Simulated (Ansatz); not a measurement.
ZnTe (zinc blende)

```yaml
crystal:
  lattice:
    - [0.00000, 3.03291, 3.03291]
    - [3.03291, 0.00000, 3.03291]
    - [3.03291, 3.03291, 0.00000]
  atoms:
    - { symbol: Te, position: [0.75000, 0.75000, 0.75000] }
    - { symbol: Zn, position: [0.00000, 0.00000, 0.00000] }
```

The slice is a {110} plane (indices of the conventional cell) through the point (0.750, 0.750, 0.750) (fractional), spanned by u = [100] and v = [1 -1 -1] in vectors of this cell: u (4.29 Å) and v (6.07 Å, at 90° to u). It covers one period; positions are fractions (u, v).

Level of theory: PBEsol (plane waves to 420 eV, PAW, scalar-relativistic; Ansatz, a program for electronic structure). k mesh 9×9×9. Near the nuclei the fields are pseudised (PAW); where an atom keeps semicore shells as valence, they peak there. Spin-orbit coupling is left out, though Te is heavy. The PAW data are Ansatz's earlier set. ZnTe was relaxed with its symmetry unable to fall.

Three fields on this plane, each scaled to ten steps between its own extremes (0 low, 9 high; the total valence density on a logarithmic scale, the potential cut 8 eV below its top; x marks points blanked near nuclei; v = 0 in the bottom row):

Map A
```
|xxxx2123443212xxx|
|xxxx0036886300xxx|
|xxx002xxxxxx200xx|
|652015xxxxxx51025|
|32114xxxxxxxx4112|
|11125xxxxxxxx5211|
|00136xxxxxxxx6310|
|001359xxxxxx95310|
|001247xxxxxx74210|
|00012467887642100|
|00011234444321100|
|00000112222110000|
|00000011111100000|
|00000001111000000|
|00000001111000000|
|00000000110000000|
|00000000000000000|
|11111110000111111|
|33332211001122333|
|66765321111235676|
|xxx974211112479xx|
|xxxx9521111259xxx|
|xxxx8521111258xxx|
|xxxx5322222235xxx|
```

Map B
```
|xxxx0145555510xxx|
|xxxx0132002310xxx|
|xxx001xxxxxx100xx|
|000020xxxxxx02000|
|12343xxxxxxxx3432|
|66653xxxxxxxx3566|
|88864xxxxxxxx4688|
|998750xxxxxx05789|
|999864xxxxxx46899|
|99987642002467899|
|99998876555788999|
|99999988778899999|
|99999999889999999|
|99999999999999999|
|99999999999999999|
|99999999999999999|
|88899999999999988|
|66788999999998876|
|12467899999987642|
|00015789999875100|
|xxx015899998510xx|
|xxxx0378998730xxx|
|xxxx0268888620xxx|
|xxxx0157777510xxx|
```

Map C
```
|xxxx9642112469xxx|
|xxxx9642112469xxx|
|xxx985xxxxxx589xx|
|888753xxxxxx35788|
|65543xxxxxxxx3455|
|33322xxxxxxxx2233|
|11111xxxxxxxx1111|
|000111xxxxxx11100|
|000001xxxxxx10000|
|00000111111110000|
|00000011111100000|
|00000001111000000|
|00000000000000000|
|00000000000000000|
|00000000000000000|
|00000000000000000|
|11100000000000011|
|33211000000001123|
|65432100000012345|
|88753100000013578|
|xxx753100001357xx|
|xxxx7421001247xxx|
|xxxx8531111358xxx|
|xxxx9632112369xxx|
```

Problem. Assign the maps to these fields: density of the lowest conduction band (whole band as if filled, smooth part); density of the highest valence band (whole band, smooth part); electrostatic potential energy of an electron, from the cell's mean.

Solution. A is the density of the lowest conduction band (whole band as if filled, smooth part); B is the electrostatic potential energy of an electron, from the cell's mean; C is the density of the highest valence band (whole band, smooth part).
